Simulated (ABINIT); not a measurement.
Write the native input for ABINIT 10.8.3 (patched build) that does the following.

```
Task                : single point
Functional          : PBE0
Potentials or basis : SG15 NC PBE v1.2
Cutoff              : 952 eV
k mesh              : 3 × 3 × 3
Occupations         : fermi-dirac, width 0.05 eV
Spin                : no spin polarisation
Most SCF steps      : 60
```

Crystal: ZnSe (Stilleite).

```
Se Zn
1.0
     0.00000    2.83380    2.83380
     2.83380    0.00000    2.83380
     2.83380    2.83380    0.00000
Se Zn
1 1
Direct
  0.75000 0.75000 0.75000
  0.00000 0.00000 0.00000
```

The input as run:

run.abi

```
pp_dirpath "./"
pseudos "Se_ONCV_PBE-1.2.upf, Zn_ONCV_PBE-1.2.upf"

acell 7.5732633804 7.5732633804 7.5732633804
rprim
     0.0000000000     0.7071067812     0.7071067812
     0.7071067812     0.0000000000     0.7071067812
     0.7071067812     0.7071067812     0.0000000000
ntypat 2
znucl 34 30
natom 2
typat 1 2
xred
     0.7500000000     0.7500000000     0.7500000000
     0.0000000000     0.0000000000     0.0000000000

ecut 952.398519 eV

kptopt 1
ngkpt 3 3 3
nshiftk 1
shiftk 0.0 0.0 0.0

ixc 41

nband 17
occopt 3
tsmear 0.05 eV

nstep 60
toldfe 1.0e-7

iomode 3
prtwf 0
prtden 0
prteig 0
prtebands 0
enunit 1
prtvol 2
```

Potentials or basis: SG15 NC PBE v1.2.

Run with:

```bash
$ mpirun --bind-to none -np 4 abinit run.abi > log 2>&1
```

It gave:

```json
{"Pressure": "2.0 GPa", "Band gap on the k mesh": "3.07 eV, direct", "Valence electrons inside the program's atomic spheres": "Se 3.31; Zn 18.12"}
```

Caveat: the k mesh is coarse (spacing up to 0.64 Å⁻¹), so the values aren't converged, least of all with exact exchange; exact exchange is summed on a coarse mesh, which widens gaps by tenths of an eV; the potentials were made for another functional, which shifts forces and pressure.

Wall time 7.5 min on 4 MPI ranks on Arm Neoverse V2, on a shared host, peak memory 0.4 GiB a rank.
